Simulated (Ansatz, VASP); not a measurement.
# Cd4Te: VASP beside Ansatz

```
CELL_PARAMETERS angstrom
-3.47877 3.47877 3.47877
3.47877 -3.47877 3.47877
3.47877 3.47877 -3.47877
ATOMIC_POSITIONS crystal
Cd 0.50000 0.50000 0.50000
Cd 0.50000 0.00000 0.00000
Cd 0.00000 0.00000 0.50000
Cd 0.00000 0.50000 0.00000
Te 0.00000 0.00000 0.00000
```

Change from the starting cell: species swapped into the Hg4Pt type (Im-3m, No. 229).

Alike in both runs: functional PBE; k mesh 4 × 4 × 4; occupations gaussian, width 0.1 eV; no spin polarisation.

Ansatz relaxed the structure, and its values are those at the end. VASP's run is a single point on that final structure, the one shown.

```csv
,VASP,Ansatz
version,VASP 6.6.1,Ansatz 0.2.0
potentials or method,"VASP PAW PBE potentials, release 64 (Cd, Te)","scalar-relativistic, plane waves, PAW"
plane-wave cutoff (eV),520,420
valence electrons in the cell,54,96
```

|  | VASP | Ansatz | Ansatz less VASP |
| --- | --- | --- | --- |
| gap on the k mesh at the Fermi level (eV) | none | none | - |
| pressure (GPa) | 0.3 | 0.2 | -0.11 |

A gap of «none» marks a metal or a gap that the smearing closes. The two sets of potentials don't hold the same shells in valence.

Spin-orbit coupling is left out, which matters for the levels of Te.
